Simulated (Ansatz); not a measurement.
# Relaxation path: ZnSe (zincblende type)

DFT, PBE, PAW with Ansatz's default frozen-core files, scalar-relativistic (Ansatz 0.2.0); a Γ-centred 13×13×13 k mesh, Fermi–Dirac smearing of 0.1 eV, no spin polarisation. The run relaxes cell and atoms at a target pressure of 57 GPa.

Command: `ansatz run input.yaml --threads 1 --pin off --max-ram 3584MiB --backend cpu --events-out ev --progress --plain --runs-dir out` It took 21 s on 1 thread of Intel(R) Xeon(R) 6975P-C (Granite Rapids) (shared host), peak memory 0.39 GiB.

PAW: frozen-core files, cutoff 420 eV; forces are relaxed below 0.005 eV/Å.

Each step lists its enthalpy F + pV a cell above the last geometry, the pressure, the cell vectors (Å), and Cartesian positions (Å) with forces (eV/Å).

The first step:

```
step 1  dH = 100.99 meV  P = 75.4 GPa
  cell 0.0000 2.4550 2.4550  2.4550 0.0000 2.4550  2.4550 2.4550 0.0000
  Zn 0.0000 0.0000 0.0000   0.0000 0.0000 0.0000
  Se 1.2275 1.2275 1.2275   0.0000 0.0000 0.0000
```

Question: Where does the relaxation end, and by which steps?

Answer: After 4 geometries, with conventional a, b, c = 5.011, 5.011, 5.011 Å, at 15.730 Å³/atom (+6.31 % against the start) in space group F-43m, with a shortest distance of 2.170 Å. The further steps:
```
step 2  dH = 8.69 meV  P = 52.4 GPa
  cell 0.0000 2.5204 2.5204  2.5204 0.0000 2.5204  2.5204 2.5204 0.0000
  Zn 0.0000 0.0000 0.0000   0.0000 0.0000 0.0000
  Se 1.2602 1.2602 1.2602   0.0000 0.0000 0.0000
step 3  dH = 0.08 meV  P = 56.7 GPa
  cell 0.0000 2.5067 2.5067  2.5067 0.0000 2.5067  2.5067 2.5067 0.0000
  Zn 0.0000 0.0000 0.0000   0.0000 0.0000 0.0000
  Se 1.2533 1.2533 1.2533   0.0000 0.0000 0.0000
step 4  dH = 0.00 meV  P = 57.0 GPa
  cell 0.0000 2.5056 2.5056  2.5056 0.0000 2.5056  2.5056 2.5056 0.0000
  Zn 0.0000 0.0000 0.0000   0.0000 0.0000 0.0000
  Se 1.2528 1.2528 1.2528   0.0000 0.0000 0.0000
step 5  dH = -1.58 meV  P = 57.0 GPa  (same geometry on a basis chosen anew; earlier energies don't compare to the last digit)
  cell 0.0000 2.5056 2.5056  2.5056 0.0000 2.5056  2.5056 2.5056 0.0000
  Zn 0.0000 0.0000 0.0000   0.0000 0.0000 0.0000
  Se 1.2528 1.2528 1.2528   0.0000 0.0000 0.0000
```
